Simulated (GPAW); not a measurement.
Li2Se:

```
Se Li
1.0
     0.00000    3.00250    3.00250
     3.00250    0.00000    3.00250
     3.00250    3.00250    0.00000
Se Li
1 2
Direct
  0.00000 0.00000 0.00000
  0.75000 0.75000 0.75000
  0.25000 0.25000 0.25000
```

Base run:

```yaml
Program: GPAW 26.7.0
Functional: r2SCAN
Potentials_or_basis: GPAW PAW data sets (gpaw-data 1.2.1)
Cutoff: 800 eV
Basis: pw
k_mesh: 8 × 8 × 8
Occupations: fermi-dirac, width 0.05 eV
Spin: no spin polarisation
```

Its results: band gap on the k mesh 3.48 eV, indirect (least direct gap 4.04 eV); pressure 0.1 GPa.

Q: After a change of settings the same cell gave: band gap on the k mesh 2.97 eV, indirect (least direct gap 3.38 eV); pressure 0.4 GPa. Which change was it?
A. functional from r2SCAN to PBEsol; potentials or basis from GPAW PAW data sets (gpaw-data 1.2.1) to PAW data sets generated in the run's folder for this functional
B. functional from r2SCAN to PBE
C. functional from r2SCAN to LDA; potentials or basis from GPAW PAW data sets (gpaw-data 1.2.1) to the program's PAW data sets (release 1.2.1) made for this functional

A: B.

r2SCAN gives the wider gap, since meta-GGAs in the generalised Kohn-Sham scheme recover part of the derivative discontinuity.

Caveats: the PAW data sets were made with another functional, which shifts forces and pressure a little (some runs).
